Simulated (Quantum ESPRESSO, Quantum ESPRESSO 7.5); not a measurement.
# Working log: enthalpy of formation of magnesium chloride dihydrate from plane-wave DFT

*Notes of a novice, printed with their mistakes. Don't take the settings or the reasoning as a model; a review follows at the end.*

## Starting point

The number I want to reproduce is the enthalpy of formation of MgCl₂(H₂O)₂ from the elements. It comes from a printed reference work on thermodynamic data and electrode potentials of magnesium compounds, which has −1279.1 kJ/mol as the standard enthalpy from the elements. Spread over the nine atoms of the formula unit this is −1.473 eV per atom. The value is compiled thermodynamic data; the kind of measurement behind it and an uncertainty are not given with the value. For the crystal I start from a diffraction structure in the Crystallography Open Database, monoclinic, space group C2/m, with a = 7.389 Å, b = 8.550 Å, c = 3.649 Å and β = 98.96°. The cell volume is not compared here, only the enthalpy.

| compared with | measured | source's wording or label | method |
| --- | --- | --- | --- |
| ΔH per atom (eV/atom) | −1.473 | -1279.1 kJ/mol | compiled thermodynamic data |

Conditions are those given with the value in the passage it was taken from; "not stated" means there, and the paper may say more elsewhere. The values are a selection: others may have been left out beforehand as unlike or outlying.

## Choices

I want the energy of the crystal minus the energies of magnesium metal, Cl₂, O₂ and H₂, with everything relaxed. The three gases are single molecules in a box. I will compare the result directly with the table value.

My target is 0.05 eV per atom. I chose it because it looks small next to 1.473; I have no better reason. I start with PBEsol, since it is meant for solids and this is a solid. If the number is off I will change the settings until it comes closer, and then keep those settings.

System: MgCl2(H2O)2 (magnesium chloride dihydrate); C2/m (No. 12), 9 atoms in the primitive cell; the database structure is a diffraction structure: a = 7.389 Å, b = 8.550 Å, c = 3.649 Å, β = 98.96°; structure from the Crystallography Open Database.

On the selection of runs and values: Further runs on this system are not shown.

## 1. A cheap crystal and careful elements

The crystal has the most atoms, so I want to save time there. I set its cutoff to 22 Ry and leave the elements at 45 Ry, because the molecules are small and I can afford to do them well. The cutoff is only a matter of fineness, as I understand it, so the crystal should come out a little rough but usable. I expect to land within my 0.05 eV per atom, or close to it.

**Run 1.** Quantum ESPRESSO 7.5: PBEsol, GBRV ultrasoft potentials, Cl2 as a molecule in a box of 8 to 9 A, O2 as a molecule in a box of 8 to 9 A, H2 as a molecule in a box of 8 to 9 A, compound and elements relaxed, cutoff 22 Ry (density 176 Ry), 4x4x6 k mesh, Gaussian smearing 0.02 eV; the elements at 45 Ry.

Key lines of the input:
```
! potential files: GBRV ultrasoft potentials, made for PBEsol
&control
  calculation = 'vc-relax'
  forc_conv_thr = 2.0d-4
  etot_conv_thr = 1.0d-5
  nstep = 60
/
&system
  nat = 9
  ntyp = 4
  ecutwfc = 22
  ecutrho = 176
  nbnd = 26
  occupations = 'smearing'
  smearing = 'gaussian'
  degauss = 0.00147
/
&electrons
  conv_thr = 1.0d-8
  electron_maxstep = 100
  mixing_beta = 0.4
/
&ions
/
&cell
  press_conv_thr = 0.5
/
ATOMIC_SPECIES
  Mg 24.305 Mg.upf
  H 1.008 H.upf
  Cl 35.450 Cl.upf
  O 15.999 O.upf
[... cell and positions ...]
K_POINTS automatic
  4 4 6 0 0 0
```

Command:
```
OMP_NUM_THREADS=1 mpirun -n 4 pw.x -nk 4 -in relax.in > relax.out
```

Selected lines of the output:
```
[MgH4Cl2O2, 9 atoms, space group C2/m, 4x4x6 mesh] !    total energy              =    -260.61225774 Ry
[Cl, 2 atoms, space group none (molecule), 1x1x1 mesh] !    total energy              =     -66.39299973 Ry
[Mg, 2 atoms, space group P6_3/mmc, 12x12x8 mesh] !    total energy              =    -250.23402351 Ry
[O, 2 atoms, space group none (molecule), 1x1x1 mesh, spin-polarised] !    total energy              =     -64.15742099 …
[H, 2 atoms, space group none (molecule), 1x1x1 mesh] !    total energy              =      -2.29188093 Ry
```

Converged; 2.1 min on 4 cores of AMD EPYC 9R45 96, shared host. Warnings: another step: WARNING: bfgs curvature condition failed, Theta= 0.887 (and 1 more like it).

| quantity | run 1 | measured | deviation |
| --- | --- | --- | --- |
| ΔH per atom (eV/atom) | −0.546 | −1.473 | +0.927 (+62.9 %) |
| ΔH per mole of formula units (kJ/mol) | −474.0 |  |  |
| conventional cell volume (Å³) | 166.05 |  |  |

I get −0.546 eV per atom where the table has −1.473, so more than half of the enthalpy is missing. The run converged, so I take the crystal energy as good. That leaves the elements. Three of the four are gas molecules, and PBEsol is made for solids, so it must be giving the molecules too low an energy. The crystal then has too little to gain by forming. I am fairly sure this is the fault, because a rough cutoff would only change the last digits.

## 2. Elements from another functional

I keep PBEsol for the crystal, where it belongs, and take the elements from LDA runs. LDA is the simplest functional, and I think a simple molecule does not need more than that. I also put the crystal at 45 Ry this time, so that it looks tidier in the thesis. The elements should now come out higher in energy and the enthalpy should move down towards −1.473.

**Run 2.** Quantum ESPRESSO 7.5: PBEsol, GBRV ultrasoft potentials, Cl2 as a molecule in a box of 8 to 9 A, O2 as a molecule in a box of 8 to 9 A, H2 as a molecule in a box of 8 to 9 A, compound and elements relaxed, cutoff 45 Ry (density 360 Ry), 4x4x6 k mesh, Gaussian smearing 0.02 eV; the elements taken from LDA runs.

Key lines of the input, as changed from run 1:
```diff
  &system
-   ecutwfc = 22
-   ecutrho = 176
+   ecutwfc = 45
+   ecutrho = 360
```

Selected lines of the output:
```
[MgH4Cl2O2, 9 atoms, space group C2/m, 4x4x6 mesh] !    total energy              =    -261.19260552 Ry
[Cl, 2 atoms, space group none (molecule), 1x1x1 mesh] !    total energy              =     -66.53141082 Ry
[Mg, 2 atoms, space group P6_3/mmc, 12x12x8 mesh] !    total energy              =    -250.12409323 Ry
[O, 2 atoms, space group none (molecule), 1x1x1 mesh, spin-polarised] !    total energy              =     -64.21886561 …
[H, 2 atoms, space group none (molecule), 1x1x1 mesh] !    total energy              =      -2.27336196 Ry
```

Converged; 5.2 min, same machine. Warnings: another step: WARNING: bfgs curvature condition failed, Theta= 0.920.

| quantity | run 2 | measured | deviation |
| --- | --- | --- | --- |
| ΔH per atom (eV/atom) | −1.260 | −1.473 | +0.213 (+14.5 %) |
| ΔH per mole of formula units (kJ/mol) | −1094.3 |  |  |
| conventional cell volume (Å³) | 225.82 |  |  |

−1.260 eV per atom, against −0.546 before. The LDA elements have done it. The H₂ molecule went up from −2.29188 to −2.27336 Ry, which is the direction I wanted, so PBEsol was indeed spoiling the molecules. The cell volume also went from 166.05 to 225.82 Å³, but I am after an enthalpy and not a volume, so I leave that aside. There are 0.213 eV per atom still to find.

## 3. LDA for the crystal too

If LDA repairs the elements, it should repair the crystal as well. I now use it for everything, at the same cutoff of 45 Ry. I expect the remaining gap to shrink again, and if it closes I will write the thesis chapter with LDA.

**Run 3.** Quantum ESPRESSO 7.5: LDA, GBRV ultrasoft potentials, Cl2 as a molecule in a box of 8 to 9 A, O2 as a molecule in a box of 8 to 9 A, H2 as a molecule in a box of 8 to 9 A, compound and elements relaxed, cutoff 45 Ry (density 360 Ry), 4x4x6 k mesh, Gaussian smearing 0.02 eV.

Key lines of the input, as changed from run 2:
```diff
- ! potential files: GBRV ultrasoft potentials, made for PBEsol
+ ! potential files: GBRV ultrasoft potentials, made for LDA
```

Selected lines of the output:
```
[MgH4Cl2O2, 9 atoms, space group C2/m, 4x4x6 mesh] !    total energy              =    -261.41566261 Ry
[Cl, 2 atoms, space group none (molecule), 1x1x1 mesh] !    total energy              =     -66.53141082 Ry
[Mg, 2 atoms, space group P6_3/mmc, 12x12x8 mesh] !    total energy              =    -250.12409323 Ry
[O, 2 atoms, space group none (molecule), 1x1x1 mesh, spin-polarised] !    total energy              =     -64.21886561 …
[H, 2 atoms, space group none (molecule), 1x1x1 mesh] !    total energy              =      -2.27336196 Ry
```

Converged; 4.7 min, same machine. Warnings: another step: WARNING: bfgs curvature condition failed, Theta= 0.920.

| quantity | run 3 | measured | deviation |
| --- | --- | --- | --- |
| ΔH per atom (eV/atom) | −1.597 | −1.473 | −0.124 (−8.4 %) |
| ΔH per mole of formula units (kJ/mol) | −1387.1 |  |  |
| conventional cell volume (Å³) | 205.41 |  |  |

Now it is −1.597 eV per atom, which is past the table value by 0.124. The elements are the same as before to the last digit, so the whole change comes from the crystal, whose energy dropped from −261.19261 to −261.41566 Ry. LDA is therefore right for the molecules and wrong for the crystal. The miss is smaller than last time but still more than twice my 0.05.

I think I see what is missing. The table gives a standard enthalpy, which belongs to room temperature, and my calculations are all cold.

## 4. Putting in the temperature

The smearing can be set to Fermi-Dirac, and that is the one with a temperature in it. I raise it to 0.8 eV so that the effect is large enough to see. I also go back to PBEsol for the crystal and the elements, because the gases should behave better once they are warm, and then I do not need LDA for them. I expect to come out between the last two results, near −1.473.

**Run 4.** Quantum ESPRESSO 7.5: PBEsol, GBRV ultrasoft potentials, Cl2 as a molecule in a box of 8 to 9 A, O2 as a molecule in a box of 8 to 9 A, H2 as a molecule in a box of 8 to 9 A, compound and elements relaxed, cutoff 45 Ry (density 360 Ry), 4x4x6 k mesh, Fermi-Dirac smearing 0.8 eV.

Key lines of the input, as changed from run 2:
```diff
  &system
-   smearing = 'gaussian'
-   degauss = 0.00147
+   smearing = 'fd'
+   degauss = 0.05880
```

Selected lines of the output:
```
[Cl, 2 atoms, space group none (molecule), 1x1x1 mesh] !    total energy              =     -66.45359421 Ry
[Mg, 2 atoms, space group P6_3/mmc, 12x12x8 mesh] !    total energy              =    -250.30115368 Ry
[O, 2 atoms, space group none (molecule), 1x1x1 mesh, spin-polarised] !    total energy              =     -64.23581816 …
[H, 2 atoms, space group none (molecule), 1x1x1 mesh] !    total energy              =      -2.29260856 Ry
```

Converged; 6.5 min, same machine. Warnings: another step: WARNING: bfgs curvature condition failed, Theta= 0.952.

| quantity | run 4 | measured | deviation |
| --- | --- | --- | --- |
| ΔH per atom (eV/atom) | −1.170 | −1.473 | +0.303 (+20.6 %) |
| ΔH per mole of formula units (kJ/mol) | −1015.9 |  |  |
| conventional cell volume (Å³) | 229.32 |  |  |

−1.170 eV per atom, which is not between the last two results but further from the table than either. Compared with the cold PBEsol elements of the first run, O₂ has gone down the most, from −64.15742 to −64.23582 Ry. So warm oxygen is more stable and does not want to go into the crystal. I conclude that room temperature costs enthalpy, and that the people who made the table must have corrected their value to absolute zero. I go back to the cold setting and leave temperature out of the thesis.

## 5. The same mesh for everything

Looking through the outputs I noticed that the molecules are done with a 1x1x1 mesh and the crystal with 4x4x6. An energy difference should compare like with like, so I think this mismatch is where the rest of the error comes from. I set the mesh to 1x1x1 throughout, with PBEsol and the small Gaussian smearing. I expect the enthalpy to move towards −1.473, and the run should be quicker too.

**Run 5.** Quantum ESPRESSO 7.5: PBEsol, GBRV ultrasoft potentials, Cl2 as a molecule in a box of 8 to 9 A, O2 as a molecule in a box of 8 to 9 A, H2 as a molecule in a box of 8 to 9 A, compound and elements relaxed, cutoff 45 Ry (density 360 Ry), 1x1x1 k mesh, Gaussian smearing 0.02 eV.

Key lines of the input, as changed from run 2:
```diff
  K_POINTS automatic
-   4 4 6 0 0 0
+   1 1 1 0 0 0
```

Command:
```
OMP_NUM_THREADS=1 mpirun -n 4 pw.x -nk 1 -in relax.in > relax.out
```

Selected lines of the output:
```
[Cl, 2 atoms, space group none (molecule), 1x1x1 mesh] !    total energy              =     -66.39299973 Ry
[Mg, 2 atoms, space group P6_3/mmc, 3x3x2 mesh] !    total energy              =    -250.18368830 Ry
[O, 2 atoms, space group none (molecule), 1x1x1 mesh, spin-polarised] !    total energy              =     -64.15742099 …
[H, 2 atoms, space group none (molecule), 1x1x1 mesh] !    total energy              =      -2.29188093 Ry
```

Converged; 3.1 min, same machine. Warnings: another step: WARNING: bfgs curvature condition failed, Theta= 0.843.

| quantity | run 5 | measured | deviation |
| --- | --- | --- | --- |
| ΔH per atom (eV/atom) | −1.256 | −1.473 | +0.217 (+14.8 %) |
| ΔH per mole of formula units (kJ/mol) | −1090.3 |  |  |
| conventional cell volume (Å³) | 275.68 |  |  |

−1.256 eV per atom. This is almost the −1.260 I had with the LDA elements, although the Cl₂ energy is quite different, −66.39300 Ry here and −66.53141 Ry there. Two different routes have ended 0.004 apart, so I take −1.26 as the real PBEsol answer. It also tells me that neither the mesh nor the choice of elements matters much in the end. The volume has grown to 275.68 Å³, but the enthalpy does not seem to mind.

That leaves about 0.21 eV per atom between me and the table, and I now suspect the table. It is a compilation, and a value can be copied wrongly.

## 6. A third route to −1.26

Before I write that the table is wrong I want a third result that agrees. I go back to the 4x4x6 mesh, since it makes no difference, and lower the cutoff to 31 Ry for the crystal and the elements. If −1.26 is real it should survive a cheaper setting, and I expect to see it again within about 0.01.

**Run 6.** Quantum ESPRESSO 7.5: PBEsol, GBRV ultrasoft potentials, Cl2 as a molecule in a box of 8 to 9 A, O2 as a molecule in a box of 8 to 9 A, H2 as a molecule in a box of 8 to 9 A, compound and elements relaxed, cutoff 31 Ry (density 248 Ry), 4x4x6 k mesh, Gaussian smearing 0.02 eV.

Key lines of the input, as changed from run 1:
```diff
  &system
-   ecutwfc = 22
-   ecutrho = 176
+   ecutwfc = 31
+   ecutrho = 248
```

Selected lines of the output:
```
[MgH4Cl2O2, 9 atoms, space group C2/m, 4x4x6 mesh] !    total energy              =    -261.17014439 Ry
[Cl, 2 atoms, space group none (molecule), 1x1x1 mesh] !    total energy              =     -66.39190921 Ry
[Mg, 2 atoms, space group P6_3/mmc, 12x12x8 mesh] !    total energy              =    -250.22101339 Ry
[O, 2 atoms, space group none (molecule), 1x1x1 mesh, spin-polarised] !    total energy              =     -64.14344535 …
[H, 2 atoms, space group none (molecule), 1x1x1 mesh] !    total energy              =      -2.29184352 Ry
```

Converged; 2.5 min, same machine.

| quantity | run 6 | measured | deviation |
| --- | --- | --- | --- |
| ΔH per atom (eV/atom) | −1.422 | −1.473 | +0.051 (+3.5 %) |
| ΔH per mole of formula units (kJ/mol) | −1234.8 |  |  |
| conventional cell volume (Å³) | 207.75 |  |  |

−1.422 eV per atom, so it is not −1.26 a third time. It is much better than that: the table has −1.473, and the difference is 0.051, which I round to my target of 0.05. I take back what I thought about the table. The value there is fine, and −1.26 must have been a coincidence after all.

What the crystal needed was a cutoff of 31 Ry. At 22 Ry it was too coarse, and at 45 Ry I think the program picks up fine detail that has nothing to do with the enthalpy, because those results were all further away. This run also finished without the bfgs warning that came with all the others, which I take as a sign that the settings suit the crystal. I keep PBEsol at 31 Ry with the 4x4x6 mesh, and −1.422 goes into the thesis. I will not change anything more, since each change so far could also have made it worse.

## Table of results

| run | settings | ΔH per atom (eV/atom) | deviation | cost |
| --- | --- | --- | --- | --- |
| 1 | PBEsol, cutoff 22 Ry (density 176 Ry), 4x4x6 k mesh, Gaussian smearing 0.02 eV, the elements at 45 Ry | −0.546 | +0.927 (+62.9 %) | 8.2 core-min |
| 2 | PBEsol, cutoff 45 Ry (density 360 Ry), 4x4x6 k mesh, Gaussian smearing 0.02 eV, the elements taken from LDA runs | −1.260 | +0.213 (+14.5 %) | 21 core-min |
| 3 | LDA, cutoff 45 Ry (density 360 Ry), 4x4x6 k mesh, Gaussian smearing 0.02 eV | −1.597 | −0.124 (−8.4 %) | 19 core-min |
| 4 | PBEsol, cutoff 45 Ry (density 360 Ry), 4x4x6 k mesh, Fermi-Dirac smearing 0.8 eV | −1.170 | +0.303 (+20.6 %) | 26 core-min |
| 5 | PBEsol, cutoff 45 Ry (density 360 Ry), 1x1x1 k mesh, Gaussian smearing 0.02 eV | −1.256 | +0.217 (+14.8 %) | 12 core-min |
| 6 | PBEsol, cutoff 31 Ry (density 248 Ry), 4x4x6 k mesh, Gaussian smearing 0.02 eV | −1.422 | +0.051 (+3.5 %) | 10 core-min |
|  | measured | −1.473 |  |  |

## Closing entry

I close the log with PBEsol at a cutoff of 31 Ry and the 4x4x6 mesh. It gives −1.422 eV per atom, or −1234.8 kJ/mol, against −1.473 eV per atom in the table. The difference is 0.051, and I count that as my 0.05.

For the thesis I will write that PBEsol describes the formation of the dihydrate well, and that 31 Ry is the right cutoff for this crystal. LDA at 45 Ry overshoots with −1.597, so I will call it unsuitable for hydrates. The warm run went the wrong way, and I will say that temperature should be left out of such calculations. The first run, at −0.546, I put down to a bad start and will not mention.

I still do not understand why the finer cutoff took me further from the table, but the run at 31 Ry was also cheaper than the ones at 45 Ry, so I see no reason to go back to it. If I get to other magnesium salts, I will use the same settings for them.

## Reviewer's comments

Further runs made for the review:

| reviewer's run | settings | ΔH per atom (eV/atom) | deviation | cost | status |
| --- | --- | --- | --- | --- | --- |
| R1 | PBEsol, cutoff 45 Ry (density 360 Ry), 4x4x6 k mesh, Gaussian smearing 0.02 eV | −1.423 | +0.050 (+3.4 %) | 22 core-min | warnings: another step: WARNING: bfgs curvature condition failed, Theta= 0.887 … |
| R2 | PBEsol, cutoff 45 Ry (density 360 Ry), 2x2x4 k mesh, Gaussian smearing 0.02 eV | −1.423 | +0.050 (+3.4 %) | 14 core-min | warnings: another step: WARNING: bfgs curvature condition failed, Theta= 0.987 |
|  | measured | −1.473 |  |  |  |

The unit conversion, the gaseous reference states and the relaxation of everything are right. PBEsol, however, was made chiefly for the lattices of solids, which does not vouch for reactions with gases. Changing settings until the number fits invites cancelling errors. The target of 0.05 eV per atom is arbitrary and loose, at over 40 kJ/mol per formula unit.

Run 1 computes the crystal at 22 Ry and the elements at 45 Ry, so their basis errors don't cancel. With both at 45 Ry, R1 gives −1.423 eV per atom instead of −0.546, for 22 core-minutes instead of 8.2. The molecules weren't to blame for that large gap, and "converged" says nothing about the cutoff. The shrunken cell, 166.05 Å³ against about 230 in the database, was the sign.

Run 2 improved through the crystal's cutoff. Its LDA elements cost 0.163 against R1, because energies from different functionals don't cancel. Nor did they all rise: Cl₂ and O₂ fell. Run 3 is consistent again, and its −1.597 is a fair LDA result. It doesn't show LDA to be right for molecules, which it overbinds, and one salt cannot condemn it for all hydrates.

Run 4 heats only the electrons, to roughly 9000 K. O₂ falls through electronic entropy, which says nothing about room temperature or a table corrected to absolute zero. The small smearing should have stayed; real temperature effects need a vibrational calculation, at much greater cost.

In run 5, one k point suffices for boxed molecules but not for the crystal, and magnesium had 3x3x2, not the 1x1x1 claimed. Run 5's distance from R1 shows that the mesh does matter. R2 matches R1, so 2x2x4 is already enough for the crystal's enthalpy, at 14 core-minutes against run 5's 12. The swollen cell, 275.68 Å³, was a warning. The agreement with run 2 was chance, as the notebook later concedes, and no ground for suspecting the table.

Run 6 gives a sound enthalpy, within 0.001 of R1. A finer cutoff therefore doesn't lead away from the table or add irrelevant detail; the earlier 45 Ry runs differed for other reasons. Nor is 31 Ry specially right: the cell is 207.75 Å³, against 225.82 for run 2's PBEsol crystal at 45 Ry. The enthalpy benefits from cancelling errors, so other salts need their own cutoff test. The missing bfgs warning proves nothing, since R1 has it too. Run 1 should be reported as a failed setting, not hidden.

Sound PBEsol comes within 0.050 eV per atom of the table: a fair estimate, but not accurate thermochemistry. The known overbinding of O₂ and Cl₂ by such functionals fits the direction of the miss, so the agreement among PBEsol runs doesn't count against the table. Zero-point and thermal terms, not shown in this report, would probably widen the gap by several hundredths of an eV per atom, chiefly because the bound water molecules have more zero-point energy than the gases they form from. How much each error contributes remains unexplained.

[Logs are printed without paths, hosts, clocks, repeated set-up lines and the standing remarks that a program may print on its own settings, such as how far it seeks lower states.]

[The runs shown are a pick from a larger set of finished runs; failed, doubtful and other runs were left out of it ahead of writing. So were measured values far from every level or from commonly accepted values, and agreement can look better than it is. Lines of input and output are excerpts and may be shortened.]
